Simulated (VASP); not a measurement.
**BP in VASP: one cell, several levels of theory**

Aim: gap, levels, forces and stress of BP in the zincblende structure, under -2.5 % biaxial strain in x and y, z held at fixed geometry. Runs: PBE, r2SCAN.

Code: VASP 6.6.1. PAW datasets, plane waves. No spin polarisation and no zero-point or thermal motion.

## Step 1: The structure to begin with

The cell comes from an earlier relaxation with r2SCAN in another program, then strained, with the atoms relaxed again.

It is tetragonal, I-4m2 (No. 119); conventional cell a = 3.128 Å, c = 4.537 Å, 11.10 Å³ an atom. B has 4 P at 1.93 Å; P has 4 B at 1.93 Å.

As a file:

```xyz
2
Lattice="0.0000 2.2118 2.2683 2.2118 0.0000 2.2683 2.2118 2.2118 0.0000" Properties=species:S:1:pos:R:3 pbc="T T T"
B     0.0000    0.0000    0.0000
P     1.1059    1.1059    1.1342
```

## Step 2: PBE at this geometry

Contents of INCAR:

```
ENCUT = 520.000000
SIGMA = 0.020000
EDIFF = 1.00e-07
GGA = PE
PREC = Accurate
IBRION = -1
ISIF = 2
ISMEAR = -1
NBANDS = 11
NELM = 120
NSW = 0
LASPH = .TRUE.
LCHARG = .FALSE.
LWAVE = .FALSE.
LREAL = .FALSE.
```

Contents of KPOINTS:

```
KPOINTS created by Atomic Simulation Environment
0
Gamma
10 10 10
0 0 0
```

Contents of KPOINTS_OPT:

```
special points
7
Reciprocal
0.0000000000 0.0000000000 0.0000000000 1
-0.5000000000 -0.5000000000 0.0000000000 1
-0.3750000000 -0.3750000000 0.2500000000 1
-0.3750000000 0.0000000000 0.3750000000 1
0.0000000000 0.0000000000 0.5000000000 1
-0.5000000000 -0.2500000000 0.2500000000 1
0.0000000000 0.4000000000 0.4000000000 1
```

Contents of POSCAR:

```
B  P
 1.0000000000000000
     0.0000000000000000    2.2118346121000001    2.2683156724000000
     2.2118346121000001    0.0000000000000000    2.2683156724000000
     2.2118346121000001    2.2118346121000001    0.0000000000000000
 B   P
   1   1
Cartesian
  0.0000000000000000  0.0000000000000000  0.0000000000000000
  1.1059173060500000  1.1059173060500000  1.1341578362000000
```

Potentials: the recommended PBE PAW datasets, 8 valence electrons in the neutral cell.

Started as:

```
mpirun -np 1 vasp_std
```

Standard output, without the iteration lines:

```text
POSCAR found type information on POSCAR B P
 POSCAR found :  2 types and       2 ions
 LDA part: xc-table for (Slater+PW92), standard interpolation
 POSCAR, INCAR and KPOINTS ok, starting setup
 FFT: planning ... GRIDC
 FFT: planning ... GRID_SOFT
 FFT: planning ... GRID
 WAVECAR not read
 entering main loop
 Start KPOINTS_OPT (optional k-point list driver)
k-point batch [1-7\7]
```

OSZICAR:

```text
N       E                     dE             d eps       ncg     rms          rms(c)
DAV:   1     0.888857809004E+01    0.88886E+01   -0.40281E+03  2252   0.658E+02
DAV:   2    -0.131368150546E+02   -0.22025E+02   -0.21010E+02  3007   0.110E+02
DAV:   3    -0.137009480253E+02   -0.56413E+00   -0.56253E+00  2874   0.153E+01
DAV:   4    -0.137030032314E+02   -0.20552E-02   -0.20550E-02  2597   0.107E+00
DAV:   5    -0.137030129476E+02   -0.97162E-05   -0.97160E-05  2810   0.732E-02    0.776E+00
DAV:   6    -0.129974268535E+02    0.70559E+00   -0.15355E+00  2553   0.552E+00    0.417E+00
DAV:   7    -0.128900766152E+02    0.10735E+00   -0.28636E-01  2804   0.266E+00    0.140E+00
DAV:   8    -0.128817269857E+02    0.83496E-02   -0.28607E-02  2626   0.985E-01    0.209E-01
DAV:   9    -0.128820418864E+02   -0.31490E-03   -0.70782E-04  2648   0.184E-01    0.140E-01
DAV:  10    -0.128822314782E+02   -0.18959E-03   -0.23805E-04  2545   0.976E-02    0.297E-02
DAV:  11    -0.128822418574E+02   -0.10379E-04   -0.11439E-05  2861   0.224E-02    0.373E-02
DAV:  12    -0.128822427299E+02   -0.87248E-06   -0.46118E-06  2529   0.106E-02    0.171E-02
DAV:  13    -0.128822426024E+02    0.12754E-06   -0.13666E-07  2124   0.237E-03    0.723E-03
DAV:  14    -0.128822426587E+02   -0.56351E-07   -0.52266E-08  1308   0.126E-03
   1 F= -.12882243E+02 E0= -.12882243E+02  d E =-.102085E-11
       N       E                     dE             ncg
DAV:   1     0.142832323625E+04   -0.19443E+04      154
DAV:   2     0.127013716687E+04   -0.15819E+03      194
DAV:   3     0.126633664701E+04   -0.38005E+01      198
DAV:   4     0.126632199286E+04   -0.14654E-01      197
DAV:   5     0.126632193030E+04   -0.62564E-04      187
DAV:   6     0.126632192983E+04   -0.46814E-06      200
DAV:   7     0.126632192983E+04   -0.35302E-08      195
```

The lines after F= are the extra pass for the points of KPOINTS_OPT, at fixed density; their E is not a total energy.

From OUTCAR:

```text
k-points           NKPTS =    102   k-points in BZ     NKDIM =    102   number of bands    NBANDS=     11

   NELECT =       8.0000    total number of electrons

   dimension x,y,z NGX =    24 NGY =   24 NGZ =   24
   dimension x,y,z NGXF=    48 NGYF=   48 NGZF=   48

  energy-cutoff  :      520.00
  volume of cell :       22.19
      direct lattice vectors                 reciprocal lattice vectors
     0.000000000  2.211834612  2.268315672    -0.226056685  0.226056685  0.220427873
     2.211834612  0.000000000  2.268315672     0.226056685 -0.226056685  0.220427873
     2.211834612  2.211834612  0.000000000     0.226056685  0.226056685 -0.220427873

 k-points in reciprocal lattice and weights: KPOINTS created by Atomic Simulation Env
   0.00000000  0.00000000  0.00000000       0.001
   0.10000000  0.00000000  0.00000000       0.008
   0.20000000  0.00000000  0.00000000       0.008
   0.30000000  0.00000000  0.00000000       0.008
   0.40000000  0.00000000  0.00000000       0.008
   0.50000000  0.00000000  0.00000000       0.004
   0.10000000  0.10000000  0.00000000       0.002
   0.20000000  0.10000000  0.00000000       0.008
[... 94 more k-points ...]

 E-fermi :   8.5649

 k-point     1 :       0.0000    0.0000    0.0000
  band No.  band energies     occupation
      1      -7.8743      2.00000
      2       7.8780      2.00000
      3       8.1392      2.00000
      4       8.1392      2.00000
      5      11.4910      0.00000
      6      11.4910      0.00000
      7      11.6292      0.00000
      8      16.2081      0.00000
      9      19.9084      0.00000
     10      19.9847      0.00000
     11      20.6788      0.00000

 k-point     2 :       0.1000    0.0000    0.0000
  band No.  band energies     occupation
      1      -7.6863      2.00000
      2       6.7038      2.00000
      3       7.6573      2.00000
      4       7.8408      2.00000
      5      11.9007      0.00000
      6      11.9243      0.00000
      7      12.1215      0.00000
      8      16.6740      0.00000
      9      19.3082      0.00000
     10      19.9004      0.00000
     11      20.5250      0.00000

 k-point     3 :       0.2000    0.0000    0.0000
  band No.  band energies     occupation
      1      -7.1289      2.00000
      2       4.2938      2.00000
      3       7.0453      2.00000
      4       7.2840      2.00000
      5      12.2324      0.00000
      6      12.7031      0.00000
      7      12.7647      0.00000
      8      17.6890      0.00000
      9      18.8201      0.00000
     10      19.1590      0.00000
     11      21.4242      0.00000

 k-point     4 :       0.3000    0.0000    0.0000
  band No.  band energies     occupation
      1      -6.2302      2.00000
      2       1.8458      2.00000
      3       6.5133      2.00000
      4       6.8052      2.00000
      5      12.1814      0.00000
      6      13.0016      0.00000
      7      13.0810      0.00000
      8      18.3844      0.00000
      9      19.6069      0.00000
     10      19.6379      0.00000
     11      21.7886      0.00000

 k-point     5 :       0.4000    0.0000    0.0000
  band No.  band energies     occupation
      1      -5.0984      2.00000
      2      -0.2708      2.00000
      3       6.1748      2.00000
      4       6.5061      2.00000
      5      12.0593      0.00000
      6      12.8861      0.00000
      7      13.0150      0.00000
      8      18.4323      0.00000
      9      21.3177      0.00000
     10      21.4870      0.00000
     11      22.7624      0.00000

 k-point     6 :       0.5000    0.0000    0.0000
  band No.  band energies     occupation
      1      -4.3488      2.00000
      2      -1.3557      2.00000
      3       6.0601      2.00000
      4       6.4060      2.00000
      5      12.0034      0.00000
      6      12.8065      0.00000
      7      12.9341      0.00000
      8      18.3637      0.00000
      9      22.8538      0.00000
     10      22.9990      0.00000
     11      23.5843      0.00000

 k-point     7 :       0.1000    0.1000    0.0000
  band No.  band energies     occupation
      1      -7.6318      2.00000
      2       7.1049      2.00000
      3       7.2604      2.00000
      4       7.2604      2.00000
      5      11.1983      0.00000
      6      12.6607      0.00000
      7      12.6607      0.00000
      8      16.4220      0.00000
      9      18.3945      0.00000
     10      20.7055      0.00000
     11      20.9380      0.00000

 k-point     8 :       0.2000    0.1000    0.0000
  band No.  band energies     occupation
      1      -7.2051      2.00000
      2       5.1491      2.00000
      3       6.6216      2.00000
      4       6.9234      2.00000
      5      11.3925      0.00000
      6      13.3251      0.00000
      7      13.6220      0.00000
      8      15.9345      0.00000
      9      18.8333      0.00000
     10      20.6524      0.00000
     11      21.7672      0.00000

 k-point     9 :       0.3000    0.1000    0.0000
  band No.  band energies     occupation
      1      -6.4243      2.00000
      2       2.7598      2.00000
      3       6.1670      2.00000
      4       6.2733      2.00000
      5      11.8828      0.00000
      6      13.4192      0.00000
      7      14.1450      0.00000
      8      16.1315      0.00000
      9      19.9359      0.00000
     10      20.8096      0.00000
     11      22.2913      0.00000

 k-point    10 :       0.4000    0.1000    0.0000
  band No.  band energies     occupation
      1      -5.3542      2.00000
      2       0.5314      2.00000
      3       5.6523      2.00000
      4       5.9693      2.00000
      5      12.0158      0.00000
      6      13.3026      0.00000
      7      14.0105      0.00000
      8      17.4411      0.00000
      9      20.4958      0.00000
     10      22.1150      0.00000
     11      22.9747      0.00000

 k-point    11 :       0.5000    0.1000    0.0000
  band No.  band energies     occupation
      1      -4.3223      2.00000
      2      -1.0540      2.00000
      3       5.2087      2.00000
      4       6.0360      2.00000
      5      12.1201      0.00000
      6      13.2172      0.00000
      7      13.6506      0.00000
      8      18.6014      0.00000
      9      21.2049      0.00000
     10      22.8774      0.00000
     11      23.7362      0.00000

[... the tables of k-points 12 to 102 left out ...]

  Total        1.7544001      1.7544001      0.7449906      0.0000000      0.0000000      0.0000000
  in kB      126.6486108    126.6486108     53.7802215      0.0000000      0.0000000      0.0000000
  external PRESSURE =     102.3591477 kB  Pullay stress =       0.0000000 kB

 POSITION                                       TOTAL-FORCE (eV/Angst)
 -----------------------------------------------------------------------------------
      0.00000      0.00000      0.00000         0.000000      0.000000      0.000000
      1.10592      1.10592      1.13416        -0.000000     -0.000000     -0.000000
 -----------------------------------------------------------------------------------
    total drift:                               -0.000000     -0.000000      0.000000

  FREE ENERGIE OF THE ION-ELECTRON SYSTEM (eV)
  ---------------------------------------------------
  free  energy   TOTEN  =       -12.8822426587 eV

  energy  without entropy=      -12.8822426587  energy(sigma->0) =      -12.88224266
```

Run time: 7.3 s. Hardware: 1 MPI rank of Intel Xeon 6975P-C, shared host; peak memory 0.15 GiB.

The levels at the points of KPOINTS_OPT are read from vasprun.xml.

Band energies at the special points (eV, zero at the top of v, the last band that the electrons fill by count):

| point | v−1 | v | c | c+1 |
| --- | --- | --- | --- | --- |
| Γ | 0.00 | 0.00 | 3.35 | 3.35 |
| X | -4.20 | -4.20 | 1.33 | 1.77 |
| U | -6.66 | -3.56 | 2.23 | 6.36 |
| K | -6.63 | -3.84 | 1.90 | 5.88 |
| L | -2.08 | -1.73 | 3.86 | 4.67 |
| W | -6.05 | -5.87 | 5.36 | 6.90 |

Gap with PBE: 0.97 eV, valence top at Γ, conduction bottom at (0.00, 0.40, 0.40). Least direct gap: 3.35 eV. The pressure is 10.24 GPa; the forces vanish within 0.01 eV/Å.

[end of part 1 of 2]
